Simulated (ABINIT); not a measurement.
# Beyond one shot: AlAs (F-43m), part 2 of 2

Wanted: G0W0 and self-consistent gaps of AlAs (F-43m), with the cost of the cycles.

ABINIT 10.8.3; PBE and many-body steps on it, plane waves. Known limits of the many-body steps: not at the basis limit; no spin-orbit coupling; coarse k mesh.

So far. Step 5 (evGW0, cycle 1): Against G0W0 in ABINIT (4×4×4 mesh, 349 bands, screening to 359.2 eV, Godby-Needs plasmon pole), the gap moves by +0.170 eV. This first cycle still uses the starting levels; it takes the full correction, at all points of the mesh, and its linearised value is 2.040 eV. Step 6 (evGW0, cycle 2): Against the cycle before, the gap moves by −0.080 eV.

**7. evGW0, cycle 3**

Level of this step: evGW0 on PBE, plane waves, norm-conserving pseudopotentials (ABINIT).

The input, run.abi:

```
acell 3*1.0 Angstrom
rprim 
  0.000000000000 2.830400000000 2.830400000000
  2.830400000000 0.000000000000 2.830400000000
  2.830400000000 2.830400000000 -0.000000000000
ntypat 2
znucl 13 33
natom 2
typat 1 2
xred 
  0.000000000000 0.000000000000 0.000000000000
  0.250000000000 0.250000000000 0.250000000000
pp_dirpath "pseudos"
pseudos "Al.upf, As.upf"
ecut 44
ngkpt 4 4 4
nshiftk 1
shiftk 0 0 0
kptopt 1
chksymbreak 0
istwfk *1
occopt 1
irdwfk 1
optdriver 4
nband 349
gwcalctyp 10
ecutsigx 44
symsigma 1
nkptgw 8
kptgw 
  0.0000000000 0.0000000000 0.0000000000
  0.2500000000 0.0000000000 0.0000000000
  0.5000000000 0.0000000000 0.0000000000
  0.2500000000 0.2500000000 0.0000000000
  0.5000000000 0.2500000000 0.0000000000
  -0.2500000000 0.2500000000 0.0000000000
  0.5000000000 0.5000000000 0.0000000000
  -0.2500000000 0.5000000000 0.2500000000
bdgw 
  11 17
  11 17
  11 17
  11 17
  11 17
  11 17
  11 17
  11 17
ecuteps 13.2
irdscr 1
ppmodel 1
irdqps 1
indata_prefix "in"
outdata_prefix "out"
tmpdata_prefix "tmp"
```

Launch:

```bash
$ OMP_NUM_THREADS=1 mpirun -n 8 abinit run.abi > log
```

What it wrote:

```text
.Version 10.8.3 of ABINIT. v10.8.2 released Aug 2026.

 Symmetries : space group F-4 3 m (#216); Bravais cF (face-center cubic)
[... echo of the input left out ...]
== DATASET  1 ==================================================================
-   mpi_nproc: 8, omp_nthreads: 1 (-1 if OMP is not activated)

--- !DatasetInfo
iteration_state: {dtset: 1, }
dimensions: {natom: 2, nkpt: 8, mband: 349, nsppol: 1, nspinor: 1, nspden: 1, mpw: 4314, }
cutoff_energies: {ecut:  44.0, pawecutdg:  -1.0, }
[...]
.  kptgw no:  3; Maximum DeltaE = (   0.005   0.000) for band index:  7
[...]
.  kptgw no:  7; Maximum DeltaE = (  -0.005   0.000) for band index:  6
.  kptgw no:  8; Maximum DeltaE = (  -0.007   0.000) for band index:  6

== END DATASET(S) ==============================================================
================================================================================

 -outvars: echo values of variables after computation  --------
           etotal      0.0000000000E+00
            nband         349
             nkpt           8
          spgroup         216
 [... the other variables as echoed above ...]

 Calculation completed.
```

It took 19 min on 8 MPI ranks of Arm Neoverse V1, shared host; peak memory 5.6 GiB; 2.6 h of CPU time.

This step gave:

- quasiparticle gap on the mesh: 2.136 eV
- gap of the density functional on the mesh: 1.436 eV
- k of the valence top: 0, 0, 0
- k of the conduction bottom: 0.5, 0.5, 0
- least direct quasiparticle gap on the computed points: 2.922 eV

Against the cycle before, the gap moves by +0.006 eV.

**8. Screening, 4×4×4 mesh, 349 bands, screening to 359.2 eV**

This step: RPA screening on PBE, plane waves, norm-conserving pseudopotentials.

The input, run.abi:

```
acell 3*1.0 Angstrom
rprim 
  0.000000000000 2.830400000000 2.830400000000
  2.830400000000 0.000000000000 2.830400000000
  2.830400000000 2.830400000000 -0.000000000000
ntypat 2
znucl 13 33
natom 2
typat 1 2
xred 
  0.000000000000 0.000000000000 0.000000000000
  0.250000000000 0.250000000000 0.250000000000
pp_dirpath "pseudos"
pseudos "Al.upf, As.upf"
ecut 44
ngkpt 4 4 4
nshiftk 1
shiftk 0 0 0
kptopt 1
chksymbreak 0
istwfk *1
occopt 1
irdwfk 1
optdriver 3
nband 349
ecuteps 13.2
inclvkb 2
awtr 1
symchi 1
gwcalctyp 10
mbpt_sciss 0.914 eV
nqptdm 1
qptdm 
  0 0 0
indata_prefix "in"
outdata_prefix "out"
tmpdata_prefix "tmp"
```

What it wrote:

```text
.Version 10.8.3 of ABINIT. v10.8.2 released Aug 2026.

 Symmetries : space group F-4 3 m (#216); Bravais cF (face-center cubic)
[... echo of the input left out ...]
== DATASET  1 ==================================================================
-   mpi_nproc: 8, omp_nthreads: 1 (-1 if OMP is not activated)

--- !DatasetInfo
iteration_state: {dtset: 1, }
dimensions: {natom: 2, nkpt: 8, mband: 349, nsppol: 1, nspinor: 1, nspden: 1, mpw: 4314, }
cutoff_energies: {ecut:  44.0, pawecutdg:  -1.0, }
electrons: {nelect:   2.60000000E+01, charge:   0.00000000E+00, occopt:   1.00000000E+00, tsmear:   1.00000000E-02, }

 SCREENING: Calculation of the susceptibility and dielectric matrices

 Based on a program developped by R.W. Godby, V. Olevano, G. Onida, and L. Reining.
 Incorporated in ABINIT by V. Olevano, G.-M. Rignanese, and M. Torrent.
.Using double precision arithmetic ; gwpc =  8

[... cell and pseudopotentials left out ...]
--------------------------------------------------------------------------------

 ==== K-mesh for the wavefunctions ====
 Number of points in the irreducible wedge :     8
[... list of points left out ...]
 Together with 24 symmetry operations and time-reversal symmetry
 yields    64 points in the full Brillouin Zone.

 ==== Q-mesh for the screening function ====
 Number of points in the irreducible wedge :     8
[... list of points left out ...]
 Together with 24 symmetry operations and time-reversal symmetry
 yields    64 points in the full Brillouin Zone.

 setmesh: FFT mesh size selected  =    36x   36x   36
          total number of points  =        46656

 vcoul_init : cutoff-mode = AUXILIARY_FUNCTION
 q-points for optical limit:   1
     1)      0.000010    0.000020    0.000030

 Dielectric matrix will be calculated only for some
 selected q points provided by the user through the input variables
 nqptdm and qptdm

- screening: taking advantage of time-reversal symmetry
- Maximum band index for partially occupied states nbvw = 13
- Remaining bands to be divided among processors   nbcw = 336
- Number of bands treated by each node ~42

 rdqps: reading QP wavefunctions of the previous step
        looking for file in_QPS
 file not found, 1st iteration initialized with KS eigenelements

 screening : performing a first self-consistency
 update of the energies in W by a scissor operator
 applying a scissor operator of [eV] :   0.914

 Number of electrons calculated from density =   26.0000; Expected =   26.0000
 average of density, n =  0.084958
 r_s =    1.4111
 omega_plasma =   28.1162 [eV]

 calculating chi0 at frequencies [eV] :
  1    0.000000E+00    0.000000E+00
  2    0.000000E+00    2.811624E+01

--------------------------------------------------------------------------------
  q-point number  1        q = ( 0.000000, 0.000000, 0.000000) [r.l.u.]
--------------------------------------------------------------------------------
[... chi0 elements left out ...]
 For q-point:  0.000010 0.000020 0.000030
  dielectric constant =  11.6421
  dielectric constant without local fields =  12.9181

  Average fulfillment of the sum rule on Im[epsilon] for q-point    1 :     74.20  [%]
[... wings left out ...]
== END DATASET(S) ==============================================================
================================================================================

 -outvars: echo values of variables after computation  --------
           etotal      0.0000000000E+00
            nband         349
             nkpt           8
          spgroup         216
 [... the other variables as echoed above ...]

 Calculation completed.
```

The job ended after 23 s (8 MPI ranks; peak memory 3.5 GiB).

Numbers from this step:

* ε∞ with local fields, on this mesh, along the program's q direction: 11.64
* the same without local fields: 12.92
* plasma frequency: 28.12 eV
* plane waves in the screening matrix: 725

This screening uses the functional's bands under a rigid shift, the mean opening of the cycle before.

**9. Screening, 4×4×4 mesh, 349 bands, screening to 359.2 eV**

This step: RPA screening on PBE from quasiparticle energies, plane waves, norm-conserving pseudopotentials.

Changes to run.abi since step 8:

```diff
@@ -29,7 +29,13 @@
 symchi 1
+irdqps 1
 gwcalctyp 10
-mbpt_sciss 0.914 eV
-nqptdm 1
+nqptdm 7
 qptdm 
-  0 0 0
+  0.2500000000 0.0000000000 0.0000000000
+  0.5000000000 0.0000000000 0.0000000000
+  0.2500000000 0.2500000000 0.0000000000
+  0.5000000000 0.2500000000 0.0000000000
+  -0.2500000000 0.2500000000 0.0000000000
+  0.5000000000 0.5000000000 0.0000000000
+  -0.2500000000 0.5000000000 0.2500000000
 indata_prefix "in"
```

The input, mrgscr.stdin:

```
2
merged
q0_SCR
out_SCR
1
```

Launch:

```bash
$ OMP_NUM_THREADS=1 mpirun -n 8 abinit run.abi > log; mrgscr < mrgscr.stdin
```

What it wrote:

```text
.Version 10.8.3 of ABINIT. v10.8.2 released Aug 2026.

 Symmetries : space group F-4 3 m (#216); Bravais cF (face-center cubic)
[... echo of the input left out ...]
== DATASET  1 ==================================================================
-   mpi_nproc: 8, omp_nthreads: 1 (-1 if OMP is not activated)

--- !DatasetInfo
iteration_state: {dtset: 1, }
dimensions: {natom: 2, nkpt: 8, mband: 349, nsppol: 1, nspinor: 1, nspden: 1, mpw: 4314, }
cutoff_energies: {ecut:  44.0, pawecutdg:  -1.0, }
[...]
q-point number  1        q = ( 0.250000, 0.000000, 0.000000) [r.l.u.]
--------------------------------------------------------------------------------
[... chi0 elements left out ...]
  Average fulfillment of the sum rule on Im[epsilon] for q-point    2 :     82.38  [%]

--------------------------------------------------------------------------------
  q-point number  2        q = ( 0.500000, 0.000000, 0.000000) [r.l.u.]
--------------------------------------------------------------------------------
[... chi0 elements left out ...]
  Average fulfillment of the sum rule on Im[epsilon] for q-point    3 :     78.40  [%]

 [... 5 further q-points ...]
```

It took 3.8 min on 8 MPI ranks; peak memory 3.7 GiB; 31 min of CPU time.

This step gave:

```
plasma frequency                    : 28.12 eV
plane waves in the screening matrix : 725
```

This screening reads the quasiparticle levels of the cycle before.

**10. evGW, cycle 1**

This step: evGW on PBE, plane waves, norm-conserving pseudopotentials.

Changes to run.abi since step 9:

```diff
@@ -23,12 +23,10 @@
 irdwfk 1
-optdriver 3
+optdriver 4
 nband 349
-ecuteps 13.2
-inclvkb 2
-awtr 1
-symchi 1
-irdqps 1
 gwcalctyp 10
-nqptdm 7
-qptdm 
+ecutsigx 44
+symsigma 1
+nkptgw 8
+kptgw 
+  0.0000000000 0.0000000000 0.0000000000
   0.2500000000 0.0000000000 0.0000000000
@@ -40,2 +38,15 @@
   -0.2500000000 0.5000000000 0.2500000000
+bdgw 
+  11 17
+  11 17
+  11 17
+  11 17
+  11 17
+  11 17
+  11 17
+  11 17
+ecuteps 13.2
+irdscr 1
+ppmodel 1
+irdqps 1
 indata_prefix "in"
```

Launch:

```bash
$ OMP_NUM_THREADS=1 mpirun -n 8 abinit run.abi > log
```

What it wrote:

```text
.Version 10.8.3 of ABINIT. v10.8.2 released Aug 2026.

 Symmetries : space group F-4 3 m (#216); Bravais cF (face-center cubic)
[... echo of the input left out ...]
== DATASET  1 ==================================================================
-   mpi_nproc: 8, omp_nthreads: 1 (-1 if OMP is not activated)

--- !DatasetInfo
iteration_state: {dtset: 1, }
dimensions: {natom: 2, nkpt: 8, mband: 349, nsppol: 1, nspinor: 1, nspden: 1, mpw: 4314, }
cutoff_energies: {ecut:  44.0, pawecutdg:  -1.0, }
[...]
.  kptgw no:  3; Maximum DeltaE = (   0.088   0.000) for band index:  1
[...]
.  kptgw no:  7; Maximum DeltaE = (  -0.049  -0.000) for band index:  6
.  kptgw no:  8; Maximum DeltaE = (   0.092  -0.000) for band index:  1

== END DATASET(S) ==============================================================
================================================================================

 -outvars: echo values of variables after computation  --------
           etotal      0.0000000000E+00
            nband         349
             nkpt           8
          spgroup         216
 [... the other variables as echoed above ...]

 Calculation completed.
```

Elapsed: 20 min, on 8 MPI ranks; peak memory 5.6 GiB.

This step gave:

- quasiparticle gap on the mesh: 2.276 eV
- gap of the density functional on the mesh: 1.436 eV
- k of the valence top: 0, 0, 0
- k of the conduction bottom: 0.5, 0.5, 0
- least direct quasiparticle gap on the computed points: 3.059 eV

Against G0W0 in ABINIT (4×4×4 mesh, 349 bands, screening to 359.2 eV, Godby-Needs plasmon pole), the gap moves by +0.236 eV.

**11. Screening, 4×4×4 mesh, 349 bands, screening to 359.2 eV**

This step: RPA screening on PBE, plane waves, norm-conserving pseudopotentials.

The input, run.abi:

```
acell 3*1.0 Angstrom
rprim 
  0.000000000000 2.830400000000 2.830400000000
  2.830400000000 0.000000000000 2.830400000000
  2.830400000000 2.830400000000 -0.000000000000
ntypat 2
znucl 13 33
natom 2
typat 1 2
xred 
  0.000000000000 0.000000000000 0.000000000000
  0.250000000000 0.250000000000 0.250000000000
pp_dirpath "pseudos"
pseudos "Al.upf, As.upf"
ecut 44
ngkpt 4 4 4
nshiftk 1
shiftk 0 0 0
kptopt 1
chksymbreak 0
istwfk *1
occopt 1
irdwfk 1
optdriver 3
nband 349
ecuteps 13.2
inclvkb 2
awtr 1
symchi 1
gwcalctyp 10
mbpt_sciss 1.069 eV
nqptdm 1
qptdm 
  0 0 0
indata_prefix "in"
outdata_prefix "out"
tmpdata_prefix "tmp"
```

What it wrote:

```text
.Version 10.8.3 of ABINIT. v10.8.2 released Aug 2026.

 Symmetries : space group F-4 3 m (#216); Bravais cF (face-center cubic)
[... echo of the input left out ...]
== DATASET  1 ==================================================================
-   mpi_nproc: 8, omp_nthreads: 1 (-1 if OMP is not activated)

--- !DatasetInfo
iteration_state: {dtset: 1, }
dimensions: {natom: 2, nkpt: 8, mband: 349, nsppol: 1, nspinor: 1, nspden: 1, mpw: 4314, }
cutoff_energies: {ecut:  44.0, pawecutdg:  -1.0, }
[...]
[... chi0 elements left out ...]
 For q-point:  0.000010 0.000020 0.000030
  dielectric constant =  11.3091
  dielectric constant without local fields =  12.5284

  Average fulfillment of the sum rule on Im[epsilon] for q-point    1 :     74.39  [%]
[... wings left out ...]
== END DATASET(S) ==============================================================
================================================================================

 -outvars: echo values of variables after computation  --------
           etotal      0.0000000000E+00
            nband         349
             nkpt           8
          spgroup         216
 [... the other variables as echoed above ...]

 Calculation completed.
```

The job ended after 23 s (8 MPI ranks; peak memory 3.6 GiB).

Numbers from this step:

- ε∞ with local fields, on this mesh, along the program's q direction: 11.31
- the same without local fields: 12.53
- plasma frequency: 28.12 eV
- plane waves in the screening matrix: 725

This screening uses the functional's bands under a rigid shift, the mean opening of the cycle before.

**12. Screening, 4×4×4 mesh, 349 bands, screening to 359.2 eV**

This step: RPA screening on PBE from quasiparticle energies, plane waves, norm-conserving pseudopotentials.

Changes to run.abi since step 11:

```diff
@@ -29,7 +29,13 @@
 symchi 1
+irdqps 1
 gwcalctyp 10
-mbpt_sciss 1.069 eV
-nqptdm 1
+nqptdm 7
 qptdm 
-  0 0 0
+  0.2500000000 0.0000000000 0.0000000000
+  0.5000000000 0.0000000000 0.0000000000
+  0.2500000000 0.2500000000 0.0000000000
+  0.5000000000 0.2500000000 0.0000000000
+  -0.2500000000 0.2500000000 0.0000000000
+  0.5000000000 0.5000000000 0.0000000000
+  -0.2500000000 0.5000000000 0.2500000000
 indata_prefix "in"
```

mrgscr.stdin is that of step 9.

Launch:

```bash
$ OMP_NUM_THREADS=1 mpirun -n 8 abinit run.abi > log; mrgscr < mrgscr.stdin
```

What it wrote:

```text
.Version 10.8.3 of ABINIT. v10.8.2 released Aug 2026.

 Symmetries : space group F-4 3 m (#216); Bravais cF (face-center cubic)
[... echo of the input left out ...]
== DATASET  1 ==================================================================
-   mpi_nproc: 8, omp_nthreads: 1 (-1 if OMP is not activated)

--- !DatasetInfo
iteration_state: {dtset: 1, }
dimensions: {natom: 2, nkpt: 8, mband: 349, nsppol: 1, nspinor: 1, nspden: 1, mpw: 4314, }
cutoff_energies: {ecut:  44.0, pawecutdg:  -1.0, }
[...]
q-point number  1        q = ( 0.250000, 0.000000, 0.000000) [r.l.u.]
--------------------------------------------------------------------------------
[... chi0 elements left out ...]
  Average fulfillment of the sum rule on Im[epsilon] for q-point    2 :     82.83  [%]

--------------------------------------------------------------------------------
  q-point number  2        q = ( 0.500000, 0.000000, 0.000000) [r.l.u.]
--------------------------------------------------------------------------------
[... chi0 elements left out ...]
  Average fulfillment of the sum rule on Im[epsilon] for q-point    3 :     78.62  [%]

 [... 5 further q-points ...]
```

Elapsed: 3.8 min, on 8 MPI ranks; peak memory 3.7 GiB.

Numbers from this step:

* plasma frequency: 28.12 eV
* plane waves in the screening matrix: 725

This screening reads the quasiparticle levels of the cycle before.

**13. evGW, cycle 2**

This step: evGW on PBE, plane waves, norm-conserving pseudopotentials.

Changes to run.abi since step 12:

```diff
@@ -23,12 +23,10 @@
 irdwfk 1
-optdriver 3
+optdriver 4
 nband 349
-ecuteps 13.2
-inclvkb 2
-awtr 1
-symchi 1
-irdqps 1
 gwcalctyp 10
-nqptdm 7
-qptdm 
+ecutsigx 44
+symsigma 1
+nkptgw 8
+kptgw 
+  0.0000000000 0.0000000000 0.0000000000
   0.2500000000 0.0000000000 0.0000000000
@@ -40,2 +38,15 @@
   -0.2500000000 0.5000000000 0.2500000000
+bdgw 
+  11 17
+  11 17
+  11 17
+  11 17
+  11 17
+  11 17
+  11 17
+  11 17
+ecuteps 13.2
+irdscr 1
+ppmodel 1
+irdqps 1
 indata_prefix "in"
```

Launch:

```bash
$ OMP_NUM_THREADS=1 mpirun -n 8 abinit run.abi > log
```

What it wrote:

```text
.Version 10.8.3 of ABINIT. v10.8.2 released Aug 2026.

 Symmetries : space group F-4 3 m (#216); Bravais cF (face-center cubic)
[... echo of the input left out ...]
== DATASET  1 ==================================================================
-   mpi_nproc: 8, omp_nthreads: 1 (-1 if OMP is not activated)

--- !DatasetInfo
iteration_state: {dtset: 1, }
dimensions: {natom: 2, nkpt: 8, mband: 349, nsppol: 1, nspinor: 1, nspden: 1, mpw: 4314, }
cutoff_energies: {ecut:  44.0, pawecutdg:  -1.0, }
[...]
.  kptgw no:  3; Maximum DeltaE = (   0.004  -0.000) for band index:  7
[...]
.  kptgw no:  7; Maximum DeltaE = (  -0.003   0.000) for band index:  6
.  kptgw no:  8; Maximum DeltaE = (   0.004   0.000) for band index:  2

== END DATASET(S) ==============================================================
================================================================================

 -outvars: echo values of variables after computation  --------
           etotal      0.0000000000E+00
            nband         349
             nkpt           8
          spgroup         216
 [... the other variables as echoed above ...]

 Calculation completed.
```

Elapsed: 20 min, on 8 MPI ranks; peak memory 5.6 GiB.

Numbers from this step:

```
quasiparticle gap on the mesh                         : 2.286 eV
gap of the density functional on the mesh             : 1.436 eV
k of the valence top                                  : 0, 0, 0
k of the conduction bottom                            : 0.5, 0.5, 0
least direct quasiparticle gap on the computed points : 3.067 eV
```

Against the cycle before, the gap moves by +0.010 eV.

**14. The runs together**

Times are wall times on 8 MPI ranks of Arm Neoverse V1, shared host, good to a factor of about two. A run's time includes the screening step that it read.

```tsv
run	mesh	bands	screening cutoff (eV)	DFT gap (eV)	gap on the mesh (eV)	direct (eV)	ε∞ used	time
G0W0	4×4×4	349	359.2	1.436	2.040	2.810	14.23	7.4 min
evGW0, cycle 1	4×4×4	349	359.2	1.436	2.210	3.019	14.23	24 min
evGW0, cycle 2	4×4×4	349	359.2	1.436	2.130	2.910	14.23	24 min
evGW0, cycle 3	4×4×4	349	359.2	1.436	2.136	2.922	14.23	24 min
evGW, cycle 1	4×4×4	349	359.2	1.436	2.276	3.059	11.64	24 min
evGW, cycle 2	4×4×4	349	359.2	1.436	2.286	3.067	11.31	24 min
```

**15. What came out**

| Property | Result |
| --- | --- |
| G0W0 | 2.040 eV |
| evGW0, cycle 1 | 2.210 eV |
| evGW0, cycle 2 | 2.130 eV |
| evGW0, cycle 3 | 2.136 eV |
| evGW, cycle 1 | 2.276 eV |
| evGW, cycle 2 | 2.286 eV |
| known limits | not at the basis limit; no spin-orbit coupling; coarse k mesh |

**Reading.** Only the bands that the input lists are updated; the others, empty or deep, keep the functional's energies or take a rigid shift. The evGW loop starts from the last levels of evGW0, so its cycles and time come on top of those. evGW0 ends at 2.14 eV, +0.10 eV from G0W0, after 3 cycles that took 58 min beside the first screening; the last moved the gap by 0.006 eV. evGW ends at 2.29 eV, +0.25 eV from G0W0, after 2 cycles that took 48 min beside the first screening; the last moved the gap by 0.010 eV. The first cycle of evGW0 takes the full correction, without the factor Z, so it overshoots the one-shot value. Against experiment, by evGW, cycle 2: the direct gap of 3.07 eV lies +0.05 eV from the measured 3.018 eV (direct, 300 K, quoted 2023). An exciton line or allowed optical edge lies below the quasiparticle gap by the binding energy; a forbidden edge can push the onset above it. These are gaps on the mesh, at modest bands and cutoff. The calculation has static nuclei and no excitons; a measured gap holds zero-point and thermal motion, which mostly lowers it. Bands and cutoff are finite, so the gap is not at the basis limit. The miss can reach some tenths of an eV and take either sign; the mesh is an error of its own. The 4×4×4 mesh is coarse for this cell, which bears on the long-range parts of exchange and screening. In the updated screening the q = 0 part is built from Kohn-Sham bands under a rigid shift, the other q from the quasiparticle levels. The many-body steps are scalar-relativistic: spin-orbit coupling is not in them.

[Paths, hosts, dates, memory and timing lines, banners, echoed tables and standing remarks are left out of the program output.]

[Logs are printed without paths, hosts, clocks, repeated set-up lines and the standing remarks that a program may print on its own settings, such as how far it seeks lower states.]

[Runs of the session that timed out or met a known fault of the program may be left out.]

[Hosts, paths, dates, database ids (printed as entryN), source tags and the programs' standing remarks are cut or masked in the printed files.]

[G0W0 gaps are taken among the corrected bands and points alone; a level outside them can change the order at an edge.]

[Where Ansatz stands beside ABINIT at settings called matched, ABINIT's density can come from a denser mesh and the files from another edition; pairs whose starting gaps differed by over 0.03 eV were left out, so agreement reads better than it is.]
